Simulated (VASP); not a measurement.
**CaO: band structure with PBEsol**

Crystal: CaO.

```
CELL_PARAMETERS angstrom
0.00000 2.38744 2.38744
2.38744 0.00000 2.38744
2.38744 2.38744 0.00000
ATOMIC_POSITIONS crystal
Ca 0.00000 0.00000 0.00000
O 0.50000 0.50000 0.50000
```

The cell was built by a generator and needn't be a form met in nature.

```json
{
 "Program": "VASP 6.6.1",
 "Task": "band structure",
 "Functional": "PBEsol",
 "Potentials or basis": "VASP PAW PBE potentials, release 64 (Ca_sv, O)",
 "Cutoff": "520 eV",
 "k mesh": "10 × 10 × 10",
 "Occupations": "gaussian, width 0.02 eV",
 "Spin": "no spin polarisation",
 "Further INCAR settings": "ALGO = Normal; EDIFF = 1e-06"
}
```

```json
{"Pressure": "0.1 GPa", "Band gap on the k mesh": "3.53 eV, indirect (least direct gap 3.90 eV)", "Band gap along the path": "3.52 eV, indirect (least direct gap 3.90 eV)"}
```

Levels at the corners of the path, in eV from the valence-band top:
```tsv
point	band 6	band 7	band 8	band 9	band 10	band 11
Γ	0.00	0.00	0.00	4.72	6.24	6.24
X	-1.31	-0.37	-0.37	3.52	8.19	9.04
X	-1.31	-0.37	-0.37	3.52	8.19	9.04
W	-1.34	-1.08	-1.08	6.32	6.32	8.54
W	-1.34	-1.08	-1.08	6.32	6.32	8.54
K	-1.38	-1.23	-0.81	5.09	8.07	8.73
K	-1.38	-1.23	-0.81	5.09	8.07	8.73
Γ	0.00	0.00	0.00	4.72	6.24	6.24
Γ	0.00	0.00	0.00	4.72	6.24	6.24
L	-2.74	-1.26	-1.26	7.11	8.48	8.48
L	-2.74	-1.26	-1.26	7.11	8.48	8.48
U	-1.38	-1.23	-0.81	5.09	8.07	8.73
U	-1.38	-1.23	-0.81	5.09	8.07	8.73
W	-1.34	-1.08	-1.08	6.32	6.32	8.54
W	-1.34	-1.08	-1.08	6.32	6.32	8.54
L	-2.74	-1.26	-1.26	7.11	8.48	8.48
L	-2.74	-1.26	-1.26	7.11	8.48	8.48
K	-1.38	-1.23	-0.81	5.09	8.07	8.73
U	-1.38	-1.23	-0.81	5.09	8.07	8.73
X	-1.31	-0.37	-0.37	3.52	8.19	9.04
```

Run time: 40 s on 1 thread of Intel(R) Xeon(R) Platinum 8488C (Sapphire Rapids), on a shared host, peak memory 0.17 GiB.

Caveat: the PAW data sets were made with another functional, which shifts forces and pressure a little.
